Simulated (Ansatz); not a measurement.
**MoSi2 (P6_222) by several functionals**

All numbers come from the PAW code Ansatz. Non-magnetic throughout; all numbers are computed.

The cell is MoSi2 (P6_222) from a database of computed structures; cell and atoms were relaxed with r2SCAN. The symmetry is P6_222 (No. 180, hexagonal); conventional cell a = 4.584 Å, c = 6.577 Å, 13.30 Å³ an atom. Si has 5 Si at 2.55–2.67 Å and 5 Mo at 2.57–2.67 Å; Mo has 10 Si at 2.57–2.67 Å.

Relaxed lattice by functional, symmetry kept:
```json
{"functional": "PBE", "k mesh": "6×6×4", "a (Å)": "4.613", "c (Å)": "6.610", "volume (Å³/atom)": "13.53"}
{"functional": "r2SCAN", "k mesh": "6×6×4", "a (Å)": "4.584", "c (Å)": "6.577", "volume (Å³/atom)": "13.30"}
```

On this one geometry the levels give:
```csv
level,k mesh,gap (eV),kind,edges,least direct gap (eV)
PBE,6×6×4,0.05,indirect,L → M,0.54
PBE+SOC,6×6×4,0.05,indirect,L → M,0.54
r2SCAN,6×6×4,0.16,indirect,L → M,0.69
HSE06,6×6×2,0.54,indirect,L → M,1.11
```
All runs use a smearing of 0.02 eV.
Wave cutoffs: 420 eV, 500 eV (r2SCAN).

The HSE06 gap is indirect, 0.54 eV (L to M), below the direct gap of 1.11 eV at L. Spin-orbit coupling changes the PBE gap by 0.00 eV, to 0.05 eV.

r2SCAN covers 21 % of the step from PBE to HSE06. Spin-orbit coupling moves the least or the direct gap by up to 0.01 eV, so it can be left out where a tenth of an eV counts. Among these functionals the gap stays indirect.

Only the levels marked +SOC include spin-orbit coupling.

Gaps or overlaps of about a tenth of an eV are at the limit of these meshes: between the points read a gap can be smaller or closed.

The meshes of the hybrids are coarse, so their gaps aren't converged to the digits shown.
